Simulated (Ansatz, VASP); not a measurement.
One calculation of MgB2, two programs

```
Mg B
1.0
     3.08500    0.00000    0.00000
    -1.54250    2.67169    0.00000
     0.00000    0.00000    3.52300
Mg B
1 2
Direct
  0.00000 0.00000 0.00000
  0.66667 0.33333 0.50000
  0.33333 0.66667 0.50000
```

Alike in both runs: task single point; functional PBE; k mesh 6 × 6 × 5; occupations fermi-dirac, width 0.03 eV; no spin polarisation.

|  | VASP | Ansatz |
| --- | --- | --- |
| version | VASP 6.6.1 | Ansatz 0.2.0 |
| potentials or method | VASP PAW PBE potentials, release 64 (Mg, B), cutoff 520 eV | all-electron LAPW, scalar-relativistic |

VASP gave:

- gap on the k mesh at the Fermi level (eV): none
- pressure (GPa): -1.1
- largest component of the traceless stress (GPa): 4.79

**Question.** Which values does Ansatz return?

**Answer.** gap on the k mesh at the Fermi level (eV): none; pressure (GPa): -0.9; largest component of the traceless stress (GPa): 4.62.

A gap of «none» marks a metal or a gap that the smearing closes. Ansatz ran all-electron here, so the differences hold the error of VASP's frozen core and of both bases.

Caveats: the k mesh is coarse (spacing up to 0.39 Å⁻¹), so the values aren't converged; the k mesh is thin for a metal, which can move the energy by tens of meV per atom (Ansatz).
